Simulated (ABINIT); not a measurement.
# KF (Carobbiite): changed settings of a GW run in ABINIT

A base run on KF (Carobbiite), then changed inputs.

Program: ABINIT 10.8.3. Level of theory: PBE and many-body steps on it, plane waves. Results are calculated unless marked as measured.

**1. The structure**

The structure is cubic, space group Fm-3m (No. 225). Conventional cell: a = 5.344 Å, b = 5.344 Å, c = 5.344 Å, α = 90.00°, β = 90.00°, γ = 90.00°. K has 6 F at 2.67 Å nearest. Nearest to F lie 6 K at 2.67 Å. Farther neighbours and most contacts between anions are not listed.

As a file:

```cif
data_structure
_symmetry_space_group_name_H-M 'P 1'
_symmetry_Int_Tables_number 1
_cell_length_a 3.7786
_cell_length_b 3.7786
_cell_length_c 3.7786
_cell_angle_alpha 60.000
_cell_angle_beta 60.000
_cell_angle_gamma 60.000
_cell_volume 38.15
loop_
_atom_site_label
_atom_site_type_symbol
_atom_site_fract_x
_atom_site_fract_y
_atom_site_fract_z
_atom_site_occupancy
K1 K 0.00000 0.00000 0.00000 1
F2 F 0.50000 0.50000 0.50000 1
```

The cell and positions come from the Crystallography Open Database and are kept as given unless a step says otherwise.

**2. Screening, 6×6×6 mesh, 167 bands, screening to 228.6 eV**

This step: ABINIT 10.8.3; RPA screening on PBE, plane waves, norm-conserving pseudopotentials.

The RPA dielectric matrix is built and inverted for each q.

run.abi

```
acell 3*1.0 Angstrom
rprim 
  -0.000000000000 2.671850000000 2.671850000000
  2.671850000000 -0.000000000000 2.671850000000
  2.671850000000 2.671850000000 0.000000000000
ntypat 2
znucl 19 9
natom 2
typat 1 2
xred 
  0.000000000000 0.000000000000 0.000000000000
  0.500000000000 0.500000000000 0.500000000000
pp_dirpath "pseudos"
pseudos "K.upf, F.upf"
ecut 36
ngkpt 6 6 6
nshiftk 1
shiftk 0 0 0
kptopt 1
chksymbreak 0
istwfk *1
occopt 1
irdwfk 1
optdriver 3
nband 167
ecuteps 8.4
inclvkb 2
awtr 1
symchi 1
indata_prefix "in"
outdata_prefix "out"
tmpdata_prefix "tmp"
```

On the command line:

```bash
$ OMP_NUM_THREADS=1 mpirun -n 4 abinit run.abi > log
```

Log:

```text
.Version 10.8.3 of ABINIT. v10.8.2 released Aug 2026.

 Symmetries : space group Fm -3 m (#225); Bravais cF (face-center cubic)
[... echo of the input left out ...]
== DATASET  1 ==================================================================
-   mpi_nproc: 4, omp_nthreads: 1 (-1 if OMP is not activated)

--- !DatasetInfo
iteration_state: {dtset: 1, }
dimensions: {natom: 2, nkpt: 16, mband: 167, nsppol: 1, nspinor: 1, nspden: 1, mpw: 2685, }
cutoff_energies: {ecut:  36.0, pawecutdg:  -1.0, }
electrons: {nelect:   1.60000000E+01, charge:   0.00000000E+00, occopt:   1.00000000E+00, tsmear:   1.00000000E-02, }

 SCREENING: Calculation of the susceptibility and dielectric matrices

 Based on a program developped by R.W. Godby, V. Olevano, G. Onida, and L. Reining.
 Incorporated in ABINIT by V. Olevano, G.-M. Rignanese, and M. Torrent.
.Using double precision arithmetic ; gwpc =  8

[... cell and pseudopotentials left out ...]
--------------------------------------------------------------------------------

 ==== K-mesh for the wavefunctions ====
 Number of points in the irreducible wedge :    16
[... list of points left out ...]
 Together with 48 symmetry operations and time-reversal symmetry
 yields   216 points in the full Brillouin Zone.

 ==== Q-mesh for the screening function ====
 Number of points in the irreducible wedge :    16
[... list of points left out ...]
 Together with 48 symmetry operations and time-reversal symmetry
 yields   216 points in the full Brillouin Zone.

 setmesh: FFT mesh size selected  =    30x   30x   30
          total number of points  =        27000

 vcoul_init : cutoff-mode = AUXILIARY_FUNCTION
 q-points for optical limit:   1
     1)      0.000010    0.000020    0.000030

- screening: taking advantage of time-reversal symmetry
- Maximum band index for partially occupied states nbvw = 8
- Remaining bands to be divided among processors   nbcw = 159
- Number of bands treated by each node ~39

 Number of electrons calculated from density =   16.0000; Expected =   16.0000
 average of density, n =  0.062152
 r_s =    1.5661
 omega_plasma =   24.0483 [eV]

 calculating chi0 at frequencies [eV] :
  1    0.000000E+00    0.000000E+00
  2    0.000000E+00    2.404829E+01

--------------------------------------------------------------------------------
  q-point number  1        q = ( 0.000000, 0.000000, 0.000000) [r.l.u.]
--------------------------------------------------------------------------------
[... chi0 elements left out ...]
 For q-point:  0.000010 0.000020 0.000030
  dielectric constant =   1.8939
  dielectric constant without local fields =   2.1057

  Average fulfillment of the sum rule on Im[epsilon] for q-point    1 :     77.39  [%]
[... wings left out ...]
  q-point number  2        q = ( 0.166667, 0.000000, 0.000000) [r.l.u.]
--------------------------------------------------------------------------------
[... chi0 elements left out ...]
  Average fulfillment of the sum rule on Im[epsilon] for q-point    2 :     85.16  [%]

 [... 14 further q-points ...]
```

Elapsed: 3.4 min, on 4 MPI ranks of Arm Neoverse V2, shared host; peak memory 1.9 GiB.

This step gave:

```
ε∞ with local fields, on this mesh, along the program's q direction : 1.894
the same without local fields                                       : 2.106
plasma frequency                                                    : 24.05 eV
plane waves in the screening matrix                                 : 307
```

Local fields lower ε∞ by 10 %.

**3. Base**

The self-energy is evaluated for the states that the input lists, and the levels follow from it, in one-shot runs by the linearised quasiparticle equation.

This step: G0W0 on PBE, plane waves, norm-conserving pseudopotentials.

Changes to run.abi since step 2:

```diff
@@ -23,8 +23,15 @@
 irdwfk 1
-optdriver 3
+optdriver 4
 nband 167
+gwcalctyp 0
+ecutsigx 36
+symsigma 1
+nkptgw 1
+kptgw 
+  0.0000000000 0.0000000000 0.0000000000
+bdgw 
+  6 12
 ecuteps 8.4
-inclvkb 2
-awtr 1
-symchi 1
+irdscr 1
+ppmodel 1
 indata_prefix "in"
```

Log:

```text
.Version 10.8.3 of ABINIT. v10.8.2 released Aug 2026.

 Symmetries : space group Fm -3 m (#225); Bravais cF (face-center cubic)
[... echo of the input left out ...]
== DATASET  1 ==================================================================
-   mpi_nproc: 4, omp_nthreads: 1 (-1 if OMP is not activated)

--- !DatasetInfo
iteration_state: {dtset: 1, }
dimensions: {natom: 2, nkpt: 16, mband: 167, nsppol: 1, nspinor: 1, nspden: 1, mpw: 2685, }
cutoff_energies: {ecut:  36.0, pawecutdg:  -1.0, }
electrons: {nelect:   1.60000000E+01, charge:   0.00000000E+00, occopt:   1.00000000E+00, tsmear:   1.00000000E-02, }

 SIGMA: Calculation of the GW corrections

 Based on a program developped by R.W. Godby, V. Olevano, G. Onida, and L. Reining.
 Incorporated in ABINIT by V. Olevano, G.-M. Rignanese, and M. Torrent.
.Using double precision arithmetic ; gwpc =  8

[... cell and pseudopotentials left out ...]
--------------------------------------------------------------------------------

 ==== K-mesh for the wavefunctions ====
 Number of points in the irreducible wedge :    16
[... list of points left out ...]
 Together with 48 symmetry operations and time-reversal symmetry
 yields   216 points in the full Brillouin Zone.

 ==== Q-mesh for screening function ====
 Number of points in the irreducible wedge :    16
[... list of points left out ...]
 Together with 48 symmetry operations and time-reversal symmetry
 yields   216 points in the full Brillouin Zone.

 vcoul_init : cutoff-mode = AUXILIARY_FUNCTION
 q-points for optical limit:   1
     1)      0.000010    0.000020    0.000030
 setmesh: FFT mesh size selected  =    40x   40x   40
          total number of points  =        64000

 Number of electrons calculated from density =   16.0000; Expected =   16.0000
 average of density, n =  0.062152
 r_s =    1.5661
 omega_plasma =   24.0483 [eV]

 === KS Band Gaps ===
  >>>> For spin  1
   Minimum direct gap =   6.1994 [eV], located at k-point      :   0.0000  0.0000  0.0000
   Fundamental gap    =   6.1994 [eV], Top of valence bands at :   0.0000  0.0000  0.0000
                                       Bottom of conduction at :   0.0000  0.0000  0.0000
 SIGMA fundamental parameters:
 PLASMON POLE MODEL  1
 number of plane-waves for SigmaX                 2685
 number of plane-waves for SigmaC and W            307
 number of plane-waves for wavefunctions          2685
 number of bands                                   167
 number of independent spin polarizations            1
 number of spinorial components                      1
 number of k-points in IBZ                          16
 number of q-points in IBZ                          16
 number of symmetry operations                      48
 number of k-points in BZ                          216
 number of q-points in BZ                          216
 number of frequencies for dSigma/dE                 9
 frequency step for dSigma/dE [eV]                0.25
 number of omega for Sigma on real axis              0
 max omega for Sigma on real axis  [eV]           0.00
 zcut for avoiding poles [eV]                     0.10

 EPSILON^-1 parameters (SCR file):
 dimension of the eps^-1 matrix on file            307
 dimension of the eps^-1 matrix used               307
 number of plane-waves for wavefunctions          2685
 number of bands                                   167
 number of q-points in IBZ                          16
 number of frequencies                               2
 number of real frequencies                          1
 number of imag frequencies                          1

 matrix elements of self-energy operator (all in [eV])

 Perturbative Calculation

--- !SelfEnergy_ee
iteration_state: {dtset: 1, }
kpoint     : [   0.000,    0.000,    0.000, ]
spin       : 1
KS_gap     :    6.199
QP_gap     :    9.630
Delta_QP_KS:    3.430
data: !SigmaeeData |
     Band     E0 <VxcDFT>   SigX SigC(E0)      Z dSigC/dE  Sig(E)    E-E0       E
        6   0.131 -21.899 -29.568   4.656   0.806  -0.241 -24.327  -2.428  -2.297
        7   0.131 -21.899 -29.568   4.656   0.806  -0.241 -24.327  -2.428  -2.297
        8   0.131 -21.899 -29.568   4.656   0.806  -0.241 -24.327  -2.428  -2.297
        9   6.330  -7.969  -4.027  -2.825   0.897  -0.114  -6.967   1.003   7.333
       10  10.825 -10.841  -4.975  -3.180   0.890  -0.123  -8.450   2.391  13.215
       11  10.825 -10.841  -4.975  -3.180   0.890  -0.123  -8.450   2.391  13.215
       12  10.825 -10.841  -4.975  -3.180   0.890  -0.123  -8.450   2.391  13.215

== END DATASET(S) ==============================================================
================================================================================

 -outvars: echo values of variables after computation  --------
           etotal      0.0000000000E+00
            nband         167
             nkpt          16
          spgroup         225
 [... the other variables as echoed above ...]

 Calculation completed.
```

The job ended after 20 s (4 MPI ranks; peak memory 1.9 GiB; 78 s of CPU time).

Numbers from this step:

```yaml
g0w0_gap_on_the_points_computed: 9.63 eV
starting_gap_on_the_mesh: 6.199 eV
k_of_the_valence_top: 0, 0, 0
k_of_the_conduction_bottom: 0, 0, 0
z_at_the_valence_top: 0.806
z_at_the_conduction_bottom: 0.897
least_direct_g0w0_gap_on_the_computed_points: 9.63 eV
```

The gap on the mesh goes from 6.20 eV to 9.63 eV, a correction of +3.43 eV.

**4. Coulomb singularity**

Changes to run.abi since step 3:

```diff
@@ -36,2 +36,3 @@
 ppmodel 1
+gw_icutcoul 7
 indata_prefix "in"
```

Log:

```text
.Version 10.8.3 of ABINIT. v10.8.2 released Aug 2026.

 Symmetries : space group Fm -3 m (#225); Bravais cF (face-center cubic)
[... echo of the input left out ...]
== DATASET  1 ==================================================================
-   mpi_nproc: 4, omp_nthreads: 1 (-1 if OMP is not activated)

--- !DatasetInfo
iteration_state: {dtset: 1, }
dimensions: {natom: 2, nkpt: 16, mband: 167, nsppol: 1, nspinor: 1, nspden: 1, mpw: 2685, }
cutoff_energies: {ecut:  36.0, pawecutdg:  -1.0, }
electrons: {nelect:   1.60000000E+01, charge:   0.00000000E+00, occopt:   1.00000000E+00, tsmear:   1.00000000E-02, }

 SIGMA: Calculation of the GW corrections

 Based on a program developped by R.W. Godby, V. Olevano, G. Onida, and L. Reining.
 Incorporated in ABINIT by V. Olevano, G.-M. Rignanese, and M. Torrent.
.Using double precision arithmetic ; gwpc =  8

[... cell and pseudopotentials left out ...]
--------------------------------------------------------------------------------

 ==== K-mesh for the wavefunctions ====
 Number of points in the irreducible wedge :    16
[... list of points left out ...]
 Together with 48 symmetry operations and time-reversal symmetry
 yields   216 points in the full Brillouin Zone.

 ==== Q-mesh for screening function ====
 Number of points in the irreducible wedge :    16
[... list of points left out ...]
 Together with 48 symmetry operations and time-reversal symmetry
 yields   216 points in the full Brillouin Zone.

 vcoul_init : cutoff-mode = AUX_GB
 q-points for optical limit:   1
     1)      0.000010    0.000020    0.000030
 setmesh: FFT mesh size selected  =    40x   40x   40
          total number of points  =        64000

 Number of electrons calculated from density =   16.0000; Expected =   16.0000
[...]
number of q-points in BZ                          216
 number of frequencies for dSigma/dE                 9
 frequency step for dSigma/dE [eV]                0.25
 number of omega for Sigma on real axis              0
 max omega for Sigma on real axis  [eV]           0.00
 zcut for avoiding poles [eV]                     0.10

 EPSILON^-1 parameters (SCR file):
 dimension of the eps^-1 matrix on file            307
 dimension of the eps^-1 matrix used               307
 number of plane-waves for wavefunctions          2685
 number of bands                                   167
 number of q-points in IBZ                          16
 number of frequencies                               2
 number of real frequencies                          1
 number of imag frequencies                          1

 matrix elements of self-energy operator (all in [eV])

 Perturbative Calculation

--- !SelfEnergy_ee
iteration_state: {dtset: 1, }
kpoint     : [   0.000,    0.000,    0.000, ]
spin       : 1
KS_gap     :    6.199
QP_gap     :    9.631
Delta_QP_KS:    3.432
data: !SigmaeeData |
     Band     E0 <VxcDFT>   SigX SigC(E0)      Z dSigC/dE  Sig(E)    E-E0       E
        6   0.131 -21.899 -29.572   4.657   0.806  -0.241 -24.329  -2.430  -2.299
        7   0.131 -21.899 -29.572   4.657   0.806  -0.241 -24.329  -2.430  -2.299
        8   0.131 -21.899 -29.572   4.657   0.806  -0.241 -24.329  -2.430  -2.299
        9   6.330  -7.969  -4.027  -2.826   0.897  -0.114  -6.968   1.002   7.332
       10  10.825 -10.841  -4.975  -3.181   0.890  -0.123  -8.451   2.390  13.215
       11  10.825 -10.841  -4.975  -3.181   0.890  -0.123  -8.451   2.390  13.215
       12  10.825 -10.841  -4.975  -3.181   0.890  -0.123  -8.451   2.390  13.215

== END DATASET(S) ==============================================================
================================================================================

 -outvars: echo values of variables after computation  --------
           etotal      0.0000000000E+00
            nband         167
             nkpt          16
          spgroup         225
 [... the other variables as echoed above ...]

 Calculation completed.
```

It took 20 s on 4 MPI ranks; peak memory 1.9 GiB.

This step gave:

| Quantity | Value |
| --- | --- |
| G0W0 gap on the points computed | 9.631 eV |
| starting gap on the mesh | 6.199 eV |
| k of the valence top | 0, 0, 0 |
| k of the conduction bottom | 0, 0, 0 |
| Z at the valence top | 0.806 |
| Z at the conduction bottom | 0.897 |
| least direct G0W0 gap on the computed points | 9.631 eV |

Against G0W0 in ABINIT (6×6×6 mesh, 167 bands, screening to 228.6 eV, Godby-Needs plasmon pole), the gap moves by +0.001 eV.

**5. The runs together**

Times are wall times on 4 MPI ranks of Arm Neoverse V2, shared host, good to a factor of about two. A run's time includes the screening step that it read.

| run | mesh | bands | screening cutoff (eV) | DFT gap (eV) | gap on the mesh (eV) | direct (eV) | ε∞ used | time |
| --- | --- | --- | --- | --- | --- | --- | --- | --- |
| base | 6×6×6 | 167 | 228.6 | 6.199 | 9.630 | 9.630 | 1.89 | 3.7 min |
| Coulomb singularity | 6×6×6 | 167 | 228.6 | 6.199 | 9.631 | 9.631 | 1.89 | 3.7 min |

**6. Summary of results**

| Quantity | Value |
| --- | --- |
| base | 9.630 eV |
| Coulomb singularity | 9.631 eV |
| known limits | not at the basis limit |

What this shows: Coulomb singularity: no change against base (keys changed: gw_icutcoul). Bands and cutoff are finite, so the gap is not at the basis limit. The miss can reach some tenths of an eV and take either sign; the mesh is an error of its own. In the G0W0 runs levels were corrected at 1 k point alone, so a gap called «on the mesh» is the least over those, and an edge elsewhere would be missed.

[Paths, hosts, dates, memory and timing lines, banners, echoed tables and standing remarks are left out of the program output.]

[Logs are printed without paths, hosts, clocks, repeated set-up lines and the standing remarks that a program may print on its own settings, such as how far it seeks lower states.]

[Runs of the session that timed out or met a known fault of the program may be left out.]

[Hosts, paths, dates, database ids (printed as entryN), source tags and the programs' standing remarks are cut or masked in the printed files.]

[G0W0 gaps are taken among the corrected bands and points alone; a level outside them can change the order at an edge.]

[Where Ansatz stands beside ABINIT at settings called matched, ABINIT's density can come from a denser mesh and the files from another edition; pairs whose starting gaps differed by over 0.03 eV were left out, so agreement reads better than it is.]
